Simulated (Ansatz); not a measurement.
## Stability checks on a candidate for LiF

The cell was found from a structure generator's guess, not taken from experiment.

Computed with DFT PBE, scalar-relativistic, plane waves, PAW (Ansatz). Cutoff 420 eV, Γ-centred 4×4×8 mesh (8-atom cell), Gaussian smearing of 0.02 eV, no spin polarisation.

```cif
data_structure
_symmetry_space_group_name_H-M 'P4_32_12'
_symmetry_Int_Tables_number 96
_cell_length_a 5.3838
_cell_length_b 5.3838
_cell_length_c 2.8213
_cell_angle_alpha 90.000
_cell_angle_beta 90.000
_cell_angle_gamma 90.000
_cell_volume 81.78
loop_
_atom_site_label
_atom_site_type_symbol
_atom_site_symmetry_multiplicity
_atom_site_Wyckoff_symbol
_atom_site_fract_x
_atom_site_fract_y
_atom_site_fract_z
_atom_site_occupancy
Li1 Li 4 a 0.66329 0.33671 0.25000 1
F1 F 4 a 0.83117 0.16883 0.75000 1
```

Energies over the elements count from the elements' standard structures at the same level (F₂ as a molecule), with no fitted energy shifts.

**Question.** These tests were run: energy against the elements; phonons on a 1×1×4 q mesh. What do they show?

**Answer.**

| test | result |
| --- | --- |
| energy against the elements | −2.893 eV/atom |
| phonons on a 1×1×4 q mesh | imaginary modes down to 75i cm⁻¹ |

It fails one test: phonons on a 1×1×4 q mesh. So it isn't even a local minimum.

The run for the phonons used a 4×4×8 k mesh.
